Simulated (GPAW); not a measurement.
Runs of GPAW 26.7.0 on ZnS (Wurtzite-2H). The structure is hexagonal, space group P6_3mc (No. 186). Conventional cell: a = 3.811 Å, b = 3.811 Å, c = 6.234 Å, α = 90.00°, β = 90.00°, γ = 120.00°. Around Zn (site symmetry 3m) lie 4 S at 2.31 to 2.40 Å. Around S (site symmetry 3m) lie 4 Zn at 2.31 to 2.40 Å. 

```tsv
task	level	potentials or basis	cell	k mesh	cutoff (eV)	smearing	maxiter	convergence	optimizer	fmax	max steps	gap on the mesh (eV)	pressure (GPa)	largest force (eV/Å)
single point	LDA	the program's PAW data sets (release 1.2.1) made for this functional, pw	P6_3mc, 19.6 Å³/atom	7 × 7 × 4	450	fermi-dirac 0.05 eV	120	default	-	-	-	(a)	-4.7	0.29
relaxation of cell and atoms	PBEsol	PAW data sets generated in the run's folder for this functional, pw	relaxed	6 × 6 × 3	600	fermi-dirac 0.05 eV	150	density=1e-05 forces=0.0001	BFGS	0.02 eV/Å	60	2.16	0.1	0.02
dielectric tensor	LDA	the program's PAW data sets (release 1.2.1) made for this functional, pw	P6_3mc, 20.19 Å³/atom	7 × 7 × 4	400	fermi-dirac 0.001 eV	150	-	-	-	-	1.83	-	-
dielectric tensor	LDA	the program's PAW data sets (release 1.2.1) made for this functional, pw	P6_3mc, 19.01 Å³/atom	7 × 7 × 4	400	fermi-dirac 0.001 eV	150	-	-	-	-	2.09	-	-
dielectric tensor	LDA	the program's PAW data sets (release 1.2.1) made for this functional, pw	P6_3mc, 19.31 Å³/atom	7 × 7 × 4	400	fermi-dirac 0.001 eV	150	-	-	-	-	(b)	-	-
```

Alike in all rows: no spin polarisation.

Q: Fill in the values left out.

A: (a) 1.99; (b) 2.04.

Caveats: the long-wavelength limit can be off by several per cent where d states take part (some runs); the cutoff is short for stress and forces, so pressures can be off by a GPa or more (some runs); later steps reuse the first step's grids (some runs).

A k mesh can miss the band edges.
